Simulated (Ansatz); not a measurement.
**SiC: clamped-ion strain scan**

Method: DFT r2SCAN, scalar-relativistic, plane waves, PAW in Ansatz. Settings: plane waves to 500 eV, k-mesh 12×12×12 (Γ-centred), Gaussian smearing 0.05 eV. No spin polarisation. Energies are free energies at this smearing, counted from the undisturbed cell; pressure is positive in compression.

Reference structure (as given, not relaxed at this level; it stands at 1.3 GPa):

```
Si C
1.0
     0.00000    2.17400    2.17400
     2.17400    0.00000    2.17400
     2.17400    2.17400    0.00000
Si C
1 1
Cartesian
  0.0000 0.0000 0.0000
  3.2610 3.2610 3.2610
```

The cell is strained by ε times the Voigt pattern (0, 0, 0, 0, 1, 0) (xx, yy, zz, yz, xz, xy; engineering shear) with fractional coordinates fixed.

```csv
ε,ΔE (meV/atom),"stress summed along the pattern (GPa, tension positive)",pressure (GPa),gap on the mesh (eV)
-0.0600,33.5,-17.38,2.4,1.38
-0.0300,8.4,-8.66,1.6,1.58
0.0000,0.0,0.00,1.3,1.71
0.0075,0.5,2.16,?,?
0.0150,2.1,4.33,1.4,1.66
0.0225,4.7,6.50,1.5,1.62
0.0375,?,10.84,1.7,?
0.0450,18.8,13.01,1.9,1.49
0.0525,25.6,15.19,2.1,1.44
```

By symmetry 0.0600 repeats -0.0600, -0.0450 repeats 0.0450, 0.0300 repeats -0.0300, -0.0150 repeats 0.0150 in energy; the slope of the energy along the path changes sign there.

(1) Give the withheld values.

## Answers

(1) pressure (GPa) at ε = 0.0075: 1.3; gap on the mesh (eV) at ε = 0.0075: 1.68; ΔE (meV/atom) at ε = 0.0375: 13.1; gap on the mesh (eV) at ε = 0.0375: 1.54.